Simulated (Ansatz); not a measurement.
# Nb (P-1) in Ansatz: convergence with k mesh

Aim: find how far k mesh must go before the results for Nb settle, at PBE. This setting moves, with any that are tied to it; all else stays.

Everything below comes from runs of Ansatz 0.2.0. Logs are shortened: lines on timing, memory, paths and dates and some standing lists are left out, and cuts for length are marked.

### 1 Starting point

The typed cell holds 1 atom: a = 2.707 Å, b = 3.357 Å, c = 2.926 Å, α = 126.55°, β = 106.47°, γ = 102.66°.

This isn't the form of Nb at room conditions, which is bcc.

### 2 With k mesh 4 × 3 × 4

Contents of input.yaml:

```yaml
crystal:
  lattice:
    - [-1.45458837, 1.60092034, 1.62730152]
    - [1.61901073, -1.98182682, 2.17263036]
    - [1.2182993, 1.74553775, -2.008208]
  atoms:
    - { symbol: Nb, position: [0.0, 0.0, 0.0] }
hamiltonian:
  xc: pbe
  pseudopotentials: { kind: nc, accuracy: standard }
kpoints:
  mp_grid: { grid: [4, 3, 4] }
scf:
  occupations: { method: cold, width: 0.1 }
output:
  forces: true
  stress: true
  eigenvalues: true
```

Potentials or basis: PseudoDojo standard (PBE files).

The run is started by

```console
$ ansatz run input.yaml --threads 2 --pin off --max-ram 5632MiB --backend cpu --events-out ev --progress --plain --runs-dir out
```

Run time: 0.76 s. Hardware: 2 threads of Arm Neoverse V1, shared host; peak memory 0.26 GiB.

Results:

- Free energy: -1694.3919 eV
- Pressure: 14.1 GPa
- Band gap on the k mesh: none (metal or under the smearing width)

### 3 With k mesh 5 × 4 × 5

input.yaml: that of step 2 with these lines changed.

```diff
@@ -11,3 +11,3 @@
 kpoints:
-  mp_grid: { grid: [4, 3, 4] }
+  mp_grid: { grid: [5, 4, 5] }
 scf:
```

Potentials or basis: PseudoDojo standard (PBE files).

The run is started by

```console
$ ansatz run input.yaml --threads 2 --pin off --max-ram 5632MiB --backend cpu --events-out ev --progress --plain --runs-dir out
```

Wall time 1.4 s (2 threads of Arm Neoverse V1, shared host); peak memory 0.28 GiB.

Results:

```yaml
Free_energy: -1694.4647 eV
Pressure: 12.1 GPa
Band_gap_on_the_k_mesh: none (metal or under the smearing width)
```

### 4 With k mesh 6 × 5 × 6

input.yaml: that of step 3 with these lines changed.

```diff
@@ -11,3 +11,3 @@
 kpoints:
-  mp_grid: { grid: [5, 4, 5] }
+  mp_grid: { grid: [6, 5, 6] }
 scf:
```

The run is started by

```console
$ ansatz run input.yaml --threads 2 --pin off --max-ram 5632MiB --backend cpu --events-out ev --progress --plain --runs-dir out
```

Wall time 2.3 s (2 threads of Arm Neoverse V1, shared host); peak memory 0.31 GiB.

Results:

```yaml
Free_energy: -1694.5185 eV
Pressure: 11.7 GPa
Band_gap_on_the_k_mesh: none (metal or under the smearing width)
```

### 5 With k mesh 7 × 6 × 7

input.yaml: that of step 4 with these lines changed.

```diff
@@ -11,3 +11,3 @@
 kpoints:
-  mp_grid: { grid: [6, 5, 6] }
+  mp_grid: { grid: [7, 6, 7] }
 scf:
```

The run is started by

```console
$ ansatz run input.yaml --threads 2 --pin off --max-ram 5632MiB --backend cpu --events-out ev --progress --plain --runs-dir out
```

It took 3.1 s on 2 threads of Arm Neoverse V1, shared host; peak memory 0.34 GiB.

Results:

| Property | Result |
| --- | --- |
| Free energy | -1694.5146 eV |
| Pressure | 11.5 GPa |
| Band gap on the k mesh | none (metal or under the smearing width) |

### 6 With k mesh 9 × 8 × 9

input.yaml: that of step 5 with these lines changed.

```diff
@@ -11,3 +11,3 @@
 kpoints:
-  mp_grid: { grid: [7, 6, 7] }
+  mp_grid: { grid: [9, 8, 9] }
 scf:
```

Potentials or basis: PseudoDojo standard (PBE files).

The run is started by

```console
$ ansatz run input.yaml --threads 2 --pin off --max-ram 5632MiB --backend cpu --events-out ev --progress --plain --runs-dir out
```

It took 7 s on 2 threads of Arm Neoverse V1, shared host; peak memory 0.43 GiB.

Results (log left out):

```yaml
Free_energy: -1694.5178 eV
Pressure: 11.6 GPa
Band_gap_on_the_k_mesh: none (metal or under the smearing width)
```

### 7 With k mesh 11 × 10 × 12

input.yaml: that of step 6 with these lines changed.

```diff
@@ -11,3 +11,3 @@
 kpoints:
-  mp_grid: { grid: [9, 8, 9] }
+  mp_grid: { grid: [11, 10, 12] }
 scf:
```

The run is started by

```console
$ ansatz run input.yaml --threads 2 --pin off --max-ram 5632MiB --backend cpu --events-out ev --progress --plain --runs-dir out
```

It took 17 s on 2 threads of Arm Neoverse V1, shared host; peak memory 0.59 GiB.

The run converged. Its results:

- Free energy: -1694.5125 eV
- Pressure: 11.7 GPa
- Band gap on the k mesh: none (metal or under the smearing width)

### 8 With k mesh 13 × 13 × 15

input.yaml: that of step 7 with these lines changed.

```diff
@@ -11,3 +11,3 @@
 kpoints:
-  mp_grid: { grid: [11, 10, 12] }
+  mp_grid: { grid: [13, 13, 15] }
 scf:
```

The run is started by

```console
$ ansatz run input.yaml --threads 2 --pin off --max-ram 5632MiB --backend cpu --events-out ev --progress --plain --runs-dir out
```

It took 32 s on 2 threads of Arm Neoverse V1, shared host; peak memory 0.9 GiB.

Results (log left out):

```yaml
Free_energy: -1694.5153 eV
Pressure: 11.7 GPa
Band_gap_on_the_k_mesh: none (metal or under the smearing width)
```

### 9 With k mesh 16 × 15 × 18

input.yaml: that of step 8 with these lines changed.

```diff
@@ -11,3 +11,3 @@
 kpoints:
-  mp_grid: { grid: [13, 13, 15] }
+  mp_grid: { grid: [16, 15, 18] }
 scf:
```

Potentials or basis: PseudoDojo standard (PBE files).

The run is started by

```console
$ ansatz run input.yaml --threads 2 --pin off --max-ram 5632MiB --backend cpu --events-out ev --progress --plain --runs-dir out
```

Wall time 55 s (2 threads of Arm Neoverse V1, shared host); peak memory 1.4 GiB.

It converged, with:

```yaml
Free_energy: -1694.5148 eV
Pressure: 11.5 GPa
Band_gap_on_the_k_mesh: none (metal or under the smearing width)
```

### 10 With k mesh 19 × 18 × 21

input.yaml: that of step 9 with these lines changed.

```diff
@@ -11,3 +11,3 @@
 kpoints:
-  mp_grid: { grid: [16, 15, 18] }
+  mp_grid: { grid: [19, 18, 21] }
 scf:
```

Potentials or basis: PseudoDojo standard (PBE files).

The run is started by

```console
$ ansatz run input.yaml --threads 2 --pin off --max-ram 5632MiB --backend cpu --events-out ev --progress --plain --runs-dir out
```

Output:

```text
Warning: RAYON_NUM_THREADS=2 ignored (pool sized by the plan → 2); use --threads N
Engine: ansatz 0.2.0, aarch64-unknown-linux-gnu
Pseudopotentials: kind: nc
Pseudopotential: Nb, nc, valence charge 13, recommended cutoff 1115.666836 eV (normal), Nb.nc.azcp (PseudoDojo's, or run here from an input of PseudoDojo's; its table is named by hamiltonian.pseudopotentials.accuracy)
Functional definition: PBE
  parameter kappa = 0.804
  parameter beta = 0.06672455060314922
  exchange = pbe_x(kappa = kappa, mu = beta*pi^2/3)
  correlation = pbe_c(beta = beta)
Crystal: 1 atoms, lattice volume = 17.698 Å³
Basis set: ecut = 1115.666836 eV, 1495 PW (Γ), exchange–correlation on 60×80×64 points (8 copies of the dense FFT grid, shifted against one another)
Bands: 11, of which v1, the nominal top of the filled ones, is band 7 counted from 1 (6 counted from 0)
Symmetry: 2 space group operations
Space group: P-1 (ITA 2), of the structure as read, at distance tolerance 2.6e-5 Å
k-points: 3592 of 7182
Non-local potential: Nb, projectors of the file, l = 0: 2, l = 1: 2, l = 2: 2
Initial density: superposition of atomic densities (chi_scale 0.1, normalization cell)
Initial wavefunctions: pseudopotential atomic-orbital guess
Functional: x = pbe(κ = 0.804, μ = 0.2195149727645171), c = pbe(β = 0.06672455060314922)
SCF iter   1: F=—  HF=-1694.860046 eV  |F-HF|=—  |Δ(HF+E_count)|=         —  Δρ=7.52e-2  dr2=9.75e-1  ethr=3.10e-3  ⟨swp⟩=6.1  Hψ=288675  notcnv=0
preconditioner: auto → none  [metal: Δε(μ)=0.002 eV  Ē_g=7.951 eV  σ=0.100 eV  W_gap=0.01  n_scr=2 (ndim 8)  ℏωp=19.7 eV  f_vac=0.000  D(μ)=0.98/eV (n_scr^D=12)  sad-step TF]
SCF iter   2: F=—  HF=-1694.614134 eV  |F-HF|=—  |Δ(HF+E_count)|=   2.46e-1  S|Δr|=    0.00e0  Δρ=4.36e-2  dr2=3.15e-1  ethr=3.10e-3  ⟨swp⟩=2.3  Hψ=85331  notcnv=0  defer=1079
SCF iter   3: F=—  HF=-1694.514565 eV  |F-HF|=—  |Δ(HF+E_count)|=   9.96e-2  S|Δr|=    0.00e0  Δρ=3.60e-3  dr2=1.17e-3  ethr=2.42e-3  ⟨swp⟩=4.0  Hψ=83761  notcnv=0  defer=1082
SCF iter   4: F=—  HF=-1694.514767 eV  |F-HF|=—  |Δ(HF+E_count)|=   2.02e-4  S|Δr|=    0.00e0  Δρ=8.08e-4  dr2=9.92e-5  ethr=9.03e-6  ⟨swp⟩=2.5  Hψ=66922  notcnv=0  defer=1080
SCF iter   5: F=—  HF=-1694.514741 eV  |F-HF|=—  |Δ(HF+E_count)|=   2.63e-5  S|Δr|=    0.00e0  Δρ=1.92e-4  dr2=1.30e-6  ethr=7.63e-7  ⟨swp⟩=2.2  Hψ=51012  notcnv=0  defer=1080
SCF iter   6: F=-1694.514741 eV  HF=-1694.514741 eV  |F-HF|=3.43e-8  |Δ(HF+E_count)|=   8.17e-7  S|Δr|=    0.00e0  Δρ=2.12e-5  dr2=4.73e-8  ethr=7.69e-10  ⟨swp⟩=10.2  Hψ=260579  notcnv=0
SCF 1 converged in 6 iterations: F = -1694.514741 eV  dr2 = 4.73e-8
SCF converged after 6 iterations
Stability not checked: this state was not tested for a lower state beside it, because cold or Methfessel-Paxton smearing, or corrected tetrahedra, fill the levels in a way that the test cannot read (fill_not_monotonic; see scf.lower_state_search)
Free energy (F): -1694.514741 eV
Harris-Foulkes:  -1694.514741 eV  (|F-HF|=3.43e-8)
Internal energy: -1694.515249 eV  (E = F + TS)
E sigma→0 (E₀):  -1694.514911 eV
Entropy (-TS):   0.000508 eV (0.508 meV/atom)
Fermi energy:    18.654971 eV
Step filling:    the computed levels leave a gap of 0.0009 eV = 0.0 smearing widths at the electron count; against every level under it full and every level over it empty, smearing changes F+E_penalty+E_count by +0.106 meV and its σ→0 estimate by -0.064 meV
--- Per-component energies (eV) ---
  E_band       = -60.136805
  E_kinetic    = 498.284937
  E_local      = -922.091506  (includes V_loc(G=0)·N_el)
  E_nonlocal   = 210.918095
  E_hartree    = 211.499076
  E_xc         = -356.536495
  E_vxc        = -270.241589  (∫ρ·V_xc dr)
  E_ewald      = -1336.589356
  E_smearing   = 0.000508  (= −TS)
  E_closure    = -0.000000  (closes the sum)
  Σ components = -1694.514741   (vs F -1694.514741, Δ=0.00e0)
--- Forces (eV/Å), atoms counted from 1 ---
  atom   1  Nb     0.00000000     0.00000000     0.00000000
  max |Σ_I F_I| component: 0.00e0 eV/Å
--- Stress (GPa, compression-positive) ---
       27.004610       0.696242      -1.511968
        0.696242       2.302666      12.724376
       -1.511968      12.724376       5.578101
  P = ⅓ Tr σ = 11.6285 GPa (116.285 kbar)
--- Band table (eV; the first three rows and the last of 3592) ---
  k-point 0: bands = ["-36.0179", "-11.6383", "-11.0061", "-10.8268", "12.5252", "16.3968", "18.4253", "20.3018", "21.8815", "23.4841", "30.6661"]
  k-point 1: bands = ["-36.0081", "-11.6486", "-11.0351", "-10.8570", "12.6551", "16.4918", "18.4229", "20.2897", "21.7856", "23.2826", "30.9388"]
  k-point 2: bands = ["-35.9796", "-11.6789", "-11.1421", "-10.9198", "13.0298", "16.7550", "18.3944", "20.3149", "21.4734", "22.8293", "31.6347"]
  k-point 3591: bands = ["-35.5892", "-12.8863", "-11.7106", "-11.3973", "14.9635", "17.5499", "19.8260", "20.2375", "21.1627", "25.5104", "31.0395"]
```

Run time: 77 s. Hardware: 2 threads of Arm Neoverse V1, shared host; peak memory 2 GiB.

What came out:

```
Free energy            : -1694.5147 eV
Pressure               : 11.6 GPa
Band gap on the k mesh : none (metal or under the smearing width)
```

### 11 Summary

| k mesh | energy less the tightest run, at zero smearing (meV/atom) | pressure (GPa) | SCF cycles | CPU time (s) | peak memory (GiB) |
| --- | --- | --- | --- | --- | --- |
| 4 × 3 × 4 | 123.42 | 14.14 | 7 | 1.4 | 0.26 |
| 5 × 4 × 5 | 50.19 | 12.12 | 7 | 2.6 | 0.28 |
| 6 × 5 × 6 | -3.88 | 11.73 | 7 | 4.4 | 0.31 |
| 7 × 6 × 7 | 0.21 | 11.46 | 6 | 6.1 | 0.34 |
| 9 × 8 × 9 | -3.12 | 11.60 | 6 | 14 | 0.43 |
| 11 × 10 × 12 | 2.64 | 11.71 | 7 | 33 | 0.59 |
| 13 × 13 × 15 | -0.40 | 11.75 | 7 | 63 | 0.9 |
| 16 × 15 × 18 | 0.00 | 11.54 | 7 | 110 | 1.4 |
| 19 × 18 × 21 | 0.00 | 11.63 | 6 | 150 | 2 |

Against the tightest run, the energy stays within 1 meV/atom from 13 × 13 × 15 on; the pressure stays within 0.1 GPa from 16 × 15 × 18 on. Meshes of other sizes hit other points, so gaps and Fermi surfaces needn't settle smoothly. The tightest run that finished is the yardstick and may itself not be fully converged.
